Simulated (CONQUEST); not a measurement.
# CdTe: equation of state with PBEsol

**Experimental background.**

“Multiscale insight into the Cd1-xZnxTe vibrational-mechanical properties -- High-pressure experiments and ab initio calculations”, 2023, arxiv:2306.14539 quotes, for a powder of CdTe: bulk modulus 42 ± 2 GPa.

CdTe:

```
Te Cd
1.0
     4.53255    0.00000    0.00000
     0.00000    4.53255    0.00000
     0.00000    0.00000    6.41000
Te Cd
2 2
Direct
  0.00000 0.50000 0.25000
  0.50000 0.00000 0.75000
  0.00000 0.00000 0.00000
  0.50000 0.50000 0.50000
```

```
Program             : CONQUEST 1.3
Task                : equation of state
Functional          : PBEsol
Potentials or basis : PseudoDojo NC PBEsol, DZP, grid of 48 × 48 × 60 points
k mesh              : 6 × 6 × 4
Occupations         : fermi-dirac, width 0.05 eV
Spin                : no spin polarisation
```

| Item | Value |
| --- | --- |
| Equilibrium volume | 34.63 Å³/atom |
| Bulk modulus | 41 GPa |
| Pressure derivative of the bulk modulus | 4.6 |

Energy against volume, from the lowest point:
```csv
volume (Å³/atom),energy (meV/atom)
30.947,61.53
31.605,39.82
32.263,23.33
32.922,11.58
33.580,4.09
34.239,0.29
34.897,0.00
```

All runs of the series together: 5.4 min on 1 thread of Intel(R) Xeon(R) Platinum 8488C (Sapphire Rapids), with other jobs on the host.

Measured bulk modulus of CdTe: 42 GPa (powder; quoted in “Multiscale insight into the Cd1-xZnxTe vibrational-mechanical properties -- High-pressure experiments and ab initio calculations”, 2023, arxiv:2306.14539). This calculation gives 41 GPa (-2.6 %). The fit is for a static lattice scaled at fixed shape and fixed fractional positions.

Caveat: the DZP basis gives volumes some 2 % larger than converged bases do, and moduli off by several per cent; the basis of atomic orbitals isn't converged, which shifts pressures, moduli and gaps. The run has no spin-orbit coupling, so splittings on Te are missing.
